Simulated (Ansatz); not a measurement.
# Zone-centre phonons of BiTe at 5 GPa: input and output

Level of theory: DFT PBEsol, scalar-relativistic, plane waves, PAW in Ansatz 0.2.0.

Launched with:
```bash
ansatz run input.yaml --threads 1 --pin off --max-ram 3072MiB --backend cpu --events-out ev --progress --plain --runs-dir out
```

Input (bare energies are in eV):
```yaml
crystal:
  lattice:
    - [0.0, 3.118210096, 3.118210096]
    - [3.118210096, 0.0, 3.118210096]
    - [3.118210096, 3.118210096, 0.0]
  atoms:
    - { symbol: Bi, position: [0.0, 0.0, 0.0] }
    - { symbol: Te, position: [0.5, 0.5, 0.5] }
basis:
  ecutwfc: 420
kpoints:
  mp_grid: { grid: [12, 12, 12] }
hamiltonian:
  xc: pbesol
scf:
  occupations: { method: fermi_dirac, width: 0.15 }
output:
  eigenvalues: true
phonons:
  method: dfpt
  eigenvectors: true
```

Results section of the output:
```
--- Phonons (Γ-DFPT): 2 representative perturbations + reference, on 163 of 1728 k-points (Σ response iterations 6) ---
  k mesh reduced under 8 symmetry operations, with k and −k counted as one. Each operation leaves every solved perturbation unchanged. A smaller set is not used because it would not reduce the number of displacements ...
  ASR residual: 2.396e-4 → 0.000e0 eV/Å²; symmetrization residual: 3.910e-5 eV/Å²
  ASR residual per site (eV/Å²): 8.08e-5 2.40e-4
  Γ frequencies (cm⁻¹): 0.00 0.00 0.00 120.48 120.48 120.48
  non-analytic LO–TO correction: not included (Born effective charges unavailable; polar crystals: no LO–TO splitting at Γ)
```

The run took 37 s on 1 thread of Intel(R) Xeon(R) Platinum 8488C (Sapphire Rapids) (shared host), peak memory 0.95 GiB.

In a metal, frequencies and elastic constants depend on the k mesh and the smearing, soft modes and shear constants most. Spin–orbit coupling is left out, which can shift energies with elements as heavy as these. Other phases may be more stable at this pressure.